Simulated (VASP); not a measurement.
# Al2O3 (P-3m1) in VASP: relaxation of cell and atoms with LDA

Aim: the relaxation of cell and atoms of Al2O3 with LDA.

Program: VASP 6.6.1. These are calculated values, not measurements. Logs are shortened: lines on timing, memory, paths and dates and some standing lists are left out, and cuts for length are marked.

**1. The crystal as given**

It takes space group P-3m1 (No. 164, trigonal). Conventional cell: a = 3.017 Å, b = 3.017 Å, c = 7.575 Å, α = 90.00°, β = 90.00°, γ = 120.00°. Al (site symmetry 3m) is surrounded by 4 O at 1.68 to 1.84 Å. O (site symmetry -3m) has 2 Al at 1.68 Å as nearest neighbours. O (site symmetry 3m) is surrounded by 3 Al at 1.84 Å.

Measurements of this composition are mostly on another form, of space group No. 167.

**2. Relaxation of cell and atoms, LDA**

File INCAR:

```
PREC = Accurate
ENCUT = 600
EDIFF = 1E-6
ISMEAR = 0
SIGMA = 0.02
LREAL = False
LASPH = True
NELM = 100
ALGO = Fast
ISIF = 3
LWAVE = False
LCHARG = False
GGA = CA
IBRION = 2
NSW = 40
EDIFFG = -0.02
KPAR = 2
```

File KPOINTS:

```
Automatic mesh
0
Gamma
  8 8 4
```

File POSCAR:

```
Al2O3
1.0
    3.0174825440      0.0000000000      0.0000000000
   -1.5087412720      2.6132165386      0.0000000000
    0.0000000000      0.0000000000      7.5746360022
Al O
2 3
Direct
    0.0000000000      0.0000000000      0.7220490000
    0.0000000000      0.0000000000      0.2779510000
    0.0000000000      0.0000000000      0.5000000000
    0.6666666667      0.3333333333      0.8005460000
    0.3333333333      0.6666666667      0.1994540000
```

Potentials or basis: VASP PAW LDA potentials, release 64 (Al, O).

Started as:

```
cat potpaw_LDA.64/Al/POTCAR potpaw_LDA.64/O/POTCAR > POTCAR
mpirun -np 2 vasp_std > vasp.out
```

OUTCAR:

```text
PREC = Accurate
   ENCUT = 600
   EDIFF = 1E-6
   ISMEAR = 0
   LREAL = False
   LASPH = True
   NELM = 100
   ISIF = 3
   GGA = CA
   IBRION = 2
   NSW = 40
   EDIFFG = -0.02

 ion  position               nearest neighbor table
   1  0.000  0.000  0.722-   3 1.68   4 1.84   4 1.84   4 1.84   2 3.36
   2  0.000  0.000  0.278-   3 1.68   5 1.84   5 1.84   5 1.84   1 3.36
   3  0.000  0.000  0.500-   1 1.68   2 1.68
   4  0.667  0.333  0.801-   1 1.84   1 1.84   1 1.84
   5  0.333  0.667  0.199-   2 1.84   2 1.84   2 1.84

  LATTYP: Found a hexagonal cell.
 ALAT       =     3.0174825440
 C/A-ratio  =     2.5102501478

  Lattice vectors:

 A1 = (   3.0174825440,   0.0000000000,   0.0000000000)
 A2 = (  -1.5087412720,   2.6132165386,   0.0000000000)
 A3 = (   0.0000000000,   0.0000000000,   7.5746360022)

Analysis of symmetry for initial positions (statically):
=====================================================================
 Subroutine PRICEL returns:
 Original cell was already a primitive cell.

 Routine SETGRP: Setting up the symmetry group for a
 hexagonal supercell.

 Subroutine GETGRP returns: Found 12 space group operations
 (whereof 12 operations were pure point group operations)
 out of a pool of 24 trial point group operations.

The static configuration has the point symmetry D_3d.

Analysis of symmetry for dynamics (positions and initial velocities):
=====================================================================
 Subroutine PRICEL returns:
 Original cell was already a primitive cell.

 Routine SETGRP: Setting up the symmetry group for a
 hexagonal supercell.

 Subroutine GETGRP returns: Found 12 space group operations
 (whereof 12 operations were pure point group operations)
 out of a pool of 24 trial point group operations.

The dynamic configuration has the point symmetry D_3d.

 Subroutine INISYM returns: Found 12 space group operations
 (whereof 12 operations are pure point group operations),
 and found     1 'primitive' translations

----------------------------------------------------------------------------------------

                                     Primitive cell

  volume of cell :      59.7285

  direct lattice vectors                    reciprocal lattice vectors
     3.017482544  0.000000000  0.000000000     0.331402083  0.191335082  0.000000000
    -1.508741272  2.613216539  0.000000000     0.000000000  0.382670163  0.000000000
     0.000000000  0.000000000  7.574636002     0.000000000  0.000000000  0.132019545

  length of vectors
     3.017482544  3.017482544  7.574636002     0.382670163  0.382670163  0.132019545

  position of ions in fractional coordinates (direct lattice)
     0.000000000  0.000000000  0.722049000
     0.000000000  0.000000000  0.277951000
     0.000000000  0.000000000  0.500000000
     0.666666667  0.333333333  0.800546000
     0.333333333  0.666666667  0.199454000

  ion indices of the primitive-cell ions
   primitive index   ion index
                 1           1
                 2           2
                 3           3
                 4           4
                 5           5

----------------------------------------------------------------------------------------

 KPOINTS: Automatic mesh

Automatic generation of k-mesh.
 Grid dimensions read from file:
 generate k-points for:    8    8    4

 Generating k-lattice:

  Cartesian coordinates                     Fractional coordinates (reciprocal lattice)
     0.041425260  0.023916885  0.000000000     0.125000000  0.000000000  0.000000000
     0.000000000  0.047833770  0.000000000     0.000000000  0.125000000  0.000000000
     0.000000000  0.000000000  0.033004886     0.000000000  0.000000000  0.250000000

  Length of vectors
     0.047833770  0.047833770  0.033004886

  Shift w.r.t. Gamma in fractional coordinates (k-lattice)
     0.000000000  0.000000000  0.000000000

 Subroutine IBZKPT returns following result:
 ===========================================

 Found     35 irreducible k-points:

 Following reciprocal coordinates:
            Coordinates               Weight
  0.000000  0.000000  0.000000      1.000000
  0.125000  0.000000  0.000000      6.000000
  0.250000  0.000000  0.000000      6.000000
  0.375000 -0.000000  0.000000      6.000000
  0.500000  0.000000  0.000000      3.000000
  0.125000  0.125000  0.000000      6.000000
[... 16 lines left out ...]
 -0.125000  0.500000  0.250000     12.000000
  0.250000  0.250000  0.250000     12.000000
 [... further k-points ...]
   k-points           NKPTS =     35   k-points in BZ     NKDIM =     35   number of bands    NBANDS=     16
   number of dos      NEDOS =    301   number of ions     NIONS =      5
   total plane-waves  NPLWV =  36864
   dimension x,y,z NGX =    24 NGY =   24 NGZ =   64
   dimension x,y,z NGXF=    48 NGYF=   48 NGZF=  128
   ions per type =               2   3
   NGX,Y,Z   is equivalent  to a cutoff of  13.22, 13.22, 14.05 a.u.
   NGXF,Y,Z  is equivalent  to a cutoff of  26.45, 26.45, 28.09 a.u.
 SYSTEM =  unknown system
   PREC   = accura    normal or accurate (medium, high low for compatibility)
   ISTART =      0    job   : 0-new  1-cont  2-samecut
   ICHARG =      2    charge: 1-file 2-atom 10-const
   ISPIN  =      1    spin polarized calculation?
   LNONCOLLINEAR =      F non collinear calculations
   LSORBIT =      F    spin-orbit coupling
   LASPH  =      T    aspherical Exc in radial PAW
   ENCUT  =  600.0 eV  44.10 Ry    6.64 a.u.   6.03  6.03 15.13*2*pi/ulx,y,z
   NELM   =    100;   NELMIN=  2; NELMDL= -5     # of ELM steps
   EDIFF  = 0.1E-05   stopping-criterion for ELM
   LREAL  =      F    real-space projection
   EDIFFG = -.2E-01   stopping-criterion for IOM
   NSW    =     40    number of steps for IOM
   IBRION =      2    ionic relax: 0-MD 1-quasi-New 2-CG
   NFREE  =      1    steps in history (QN), initial steepest desc. (CG)
   ISIF   =      3    stress and relaxation
   ISYM   =      2    0-nonsym 1-usesym 2-fastsym
   POTIM  = 0.5000    time-step for ionic-motion
   TEBEG  =    0.0;   TEEND  =   0.0 temperature during run
   PSTRESS=    0.0 pullay stress
   NELECT =      24.0000    total number of electrons
   NUPDOWN=      -1.0000    fix difference up-down
   EMIN   =  10.00;   EMAX   =-10.00  energy-range for DOS
   EFERMI =   0.00;   METHOD = LEGACY
   ISMEAR =     0;   SIGMA  =   0.02  broadening in eV -4-tet -1-fermi 0-gaus
   EFERMI_NEDOS =   21; number of points for ismear=-14 and -15
   IALGO  =     68    algorithm
   IMIX   =      4    mixing-type and parameters
     AMIX     =   0.40;   BMIX     =  1.00
     AMIX_MAG =   1.60;   BMIX_MAG =  1.00
  volume/ion in A,a.u.               =      11.95        80.61
  Fermi-wavevector in a.u.,A,eV,Ry     =   1.208049  2.282882 19.856107  1.459383
  Thomas-Fermi vector in A             =   2.343669
   LORBIT       =      0    0 simple, 1 ext, 2 COOP (PROOUT), +10 PAW based schemes
   GGA     = CA    functional components
   LHFCALC =     F    Hartree Fock is set to
   AEXX    =    0.0000 exact exchange contribution
   IVDW    =     0    specifies the selected vdW correction
   LEPSILON=     F    determine dielectric tensor
   LRPA    =     F    only Hartree local field effects (RPA)
 conjugate gradient relaxation of ions
 non-spin polarized calculation
 RMM-DIIS sequential band-by-band and
 Gauss-broadening in eV      SIGMA  =   0.02
  energy-cutoff  :      600.00
  volume of cell :       59.73
 maximum number of plane-waves:      2022
   NGX = 13   NGY = 13   NGZ = 31

--------------------------------------- Ionic step        1  -------------------------------------------

 number of electron      24.0000008 magnetization

 Free energy of the ion-electron system (eV)
  ---------------------------------------------------
  ext. energy  EPLUGINS =         0.00000000
  ---------------------------------------------------
  free energy    TOTEN  =       -39.69501644 eV

  energy without entropy =      -39.69501644  energy(sigma->0) =      -39.69501644

------------------------ aborting loop because EDIFF is reached ----------------------------------------

  FORCE on cell =-STRESS in cart. coord.  units (eV):
  Direction    XX          YY          ZZ          XY          YZ          ZX
  --------------------------------------------------------------------------------------
  -------------------------------------------------------------------------------------
  Total       -2.9851171     -2.9851171     -2.7203688      0.0000000      0.0000000     -0.0000000
  in kB      -80.0737227    -80.0737227    -72.9720308      0.0000000      0.0000000     -0.0000000
  external PRESSURE =     -77.7064921 kB  Pullay stress =       0.0000000 kB
[... 98 lines left out ...]
  FREE ENERGIE OF THE ION-ELECTRON SYSTEM (eV)
  ---------------------------------------------------
  free  energy   TOTEN  =       -39.7648299601 eV

  energy  without entropy=      -39.7648299601  energy(sigma->0) =      -39.76482996

[... ionic steps 4 to 15 ...]

--------------------------------------- Ionic step       16  -------------------------------------------

 number of electron      24.0000002 magnetization

------------------------ aborting loop because EDIFF is reached ----------------------------------------

  FORCE on cell =-STRESS in cart. coord.  units (eV):
  Direction    XX          YY          ZZ          XY          YZ          ZX
  --------------------------------------------------------------------------------------
  -------------------------------------------------------------------------------------
  Total        0.0328908      0.0328908      0.3874781      0.0000000     -0.0000000      0.0000000
  in kB        0.9564416      0.9564416     11.2675788      0.0000000     -0.0000000      0.0000000
  external PRESSURE =       4.3934873 kB  Pullay stress =       0.0000000 kB
[... 63 lines left out ...]
  energy  without entropy=      -39.7727310005  energy(sigma->0) =      -39.77273100

--------------------------------------- Ionic step       18  -------------------------------------------

 number of electron      24.0000003 magnetization

 Free energy of the ion-electron system (eV)
  ---------------------------------------------------
  ext. energy  EPLUGINS =         0.00000000
  ---------------------------------------------------
  free energy    TOTEN  =       -39.77281477 eV

  energy without entropy =      -39.77281477  energy(sigma->0) =      -39.77281477

 E-fermi :   4.3931     XC(G=0): -10.6134

 val. band max:        4.2384576732   @ k =   0.0000   0.0000   0.0000
 cond. band min:       6.6771667915   @ k =   0.0000   0.0000   0.0000
 fundamental gap:      2.4387091183
 Fermi energy:         4.3931210205

 k-point     1 :       0.0000    0.0000    0.0000
  band No.  band energies     occupation
      1     -15.4894      2.00000
      2     -15.2127      2.00000
      3     -12.4902      2.00000
      4      -1.7974      2.00000
      5      -0.7047      2.00000
      6       0.3128      2.00000
[... 8 lines left out ...]
     15      11.7227      0.00000
     16      14.8907      0.00000
[... 420 lines left out ...]
  band No.  band energies     occupation
      1     -14.4094      2.00000
      2     -14.3499      2.00000
      3     -11.9709      2.00000
      4      -2.8537      2.00000
      5      -2.5127      2.00000
      6      -1.3624      2.00000
[... 8 lines left out ...]
     15      11.3281      0.00000
     16      14.0976      0.00000

 [... further k-points ...]

------------------------ aborting loop because EDIFF is reached ----------------------------------------

  FORCE on cell =-STRESS in cart. coord.  units (eV):
  Direction    XX          YY          ZZ          XY          YZ          ZX
  --------------------------------------------------------------------------------------
  -------------------------------------------------------------------------------------
  Total       -0.0213946     -0.0213946      0.0051064      0.0000000      0.0000000     -0.0000000
  in kB       -0.6174993     -0.6174993      0.1473820      0.0000000      0.0000000     -0.0000000
  external PRESSURE =      -0.3625389 kB  Pullay stress =       0.0000000 kB
[... 20 lines left out ...]
  FREE ENERGIE OF THE ION-ELECTRON SYSTEM (eV)
  ---------------------------------------------------
  free  energy   TOTEN  =       -39.7728147749 eV

  energy  without entropy=      -39.7728147749  energy(sigma->0) =      -39.77281477

 reached required accuracy - stopping structural energy minimisation
```

Wall time 3.3 min (2 MPI ranks of Intel Xeon Platinum 8259CL at 2.50GHz (Skylake/Cascade Lake), shared host); peak memory 0.18 GiB.

What came out:

* Free energy: -39.7728 eV
* Relaxed volume: 11.10 Å³/atom
* Relaxed cell: a = 2.966 Å, b = 2.966 Å, c = 7.288 Å, α = 90.00°, β = 90.00°, γ = 120.00°
* Space group after relaxing (to 0.05 Å): P-3m1 (No. 164)
* Energy gained by relaxing: 15.6 meV/atom
* Ionic steps: 18
* Pressure after relaxing: 0.0 GPa
* Largest force after relaxing: 0.009 eV/Å
* Band gap on the k mesh: 2.44 eV, direct

Forces in eV/Å, atoms in the order of the input:
```
Al   0.000  0.000 -0.008
Al   0.000  0.000  0.008
O    0.000  0.000  0.000
O    0.000  0.000  0.009
O    0.000  0.000 -0.009
```

The path:
| step | energy change (eV) | largest force (eV/Å) | pressure (GPa) | volume (Å³) |
| --- | --- | --- | --- | --- |
| 1 | 0.0000 | 0.4306 | -7.77 | 59.73 |
| 2 | -0.0030 | 0.6522 | 8.62 | 54.86 |
| 3 | -0.0698 | 0.2533 | -0.13 | 57.19 |
| 4 | -0.0642 | 0.5746 | -0.15 | 56.93 |
| 5 | -0.0719 | 0.0950 | -0.18 | 57.10 |
| 6 | -0.0725 | 0.0545 | -0.04 | 57.00 |
| 7 | -0.0726 | 0.0392 | 0.02 | 56.93 |
| 8 | -0.0729 | 0.0380 | -0.06 | 56.91 |
| 9 | -0.0737 | 0.0382 | -0.36 | 56.84 |
| 10 | -0.0745 | 0.0641 | -0.99 | 56.69 |
| 11 | -0.0746 | 0.0626 | -0.97 | 56.68 |
| 12 | -0.0748 | 0.0600 | -0.94 | 56.63 |
| 13 | -0.0753 | 0.0550 | -0.81 | 56.52 |
| 14 | -0.0762 | 0.0436 | -0.68 | 56.32 |
| 15 | -0.0773 | 0.0446 | -0.33 | 55.91 |
| 16 | -0.0772 | 0.0561 | 0.44 | 55.10 |
| 17 | -0.0777 | 0.0533 | 0.03 | 55.54 |
| 18 | -0.0778 | 0.0089 | -0.04 | 55.51 |

Final structure:
```cif
data_structure
_symmetry_space_group_name_H-M 'P 1'
_symmetry_Int_Tables_number 1
_cell_length_a 2.9656
_cell_length_b 2.9656
_cell_length_c 7.2880
_cell_angle_alpha 90.000
_cell_angle_beta 90.000
_cell_angle_gamma 120.000
_cell_volume 55.51
loop_
_atom_site_label
_atom_site_type_symbol
_atom_site_fract_x
_atom_site_fract_y
_atom_site_fract_z
_atom_site_occupancy
Al1 Al 0.00000 0.00000 0.72819 1
Al2 Al 0.00000 0.00000 0.27181 1
O1 O 0.00000 0.00000 0.50000 1
O2 O 0.66667 0.33333 0.80806 1
O3 O 0.33333 0.66667 0.19194 1
```

Levels at points of the mesh, in eV from the valence-band top:
```
           k point  band 8  band 9  band 10  band 11  band 12  band 13  band 14  band 15  band 16
(0.00, 0.00, 0.00)   -3.90   -3.90    -2.37     0.00     0.00     2.44     4.59     7.48    10.65
(0.50, 0.00, 0.00)   -4.49   -3.72    -3.27    -1.94    -0.54     4.34     6.23     8.18     9.13
(0.00, 0.00, 0.50)   -3.89   -3.74    -3.39     0.00     0.00     3.40     3.65     8.22     8.99
(0.50, 0.00, 0.50)   -4.53   -3.60    -3.59    -1.84    -0.53     4.97     5.38     8.27     8.62
```
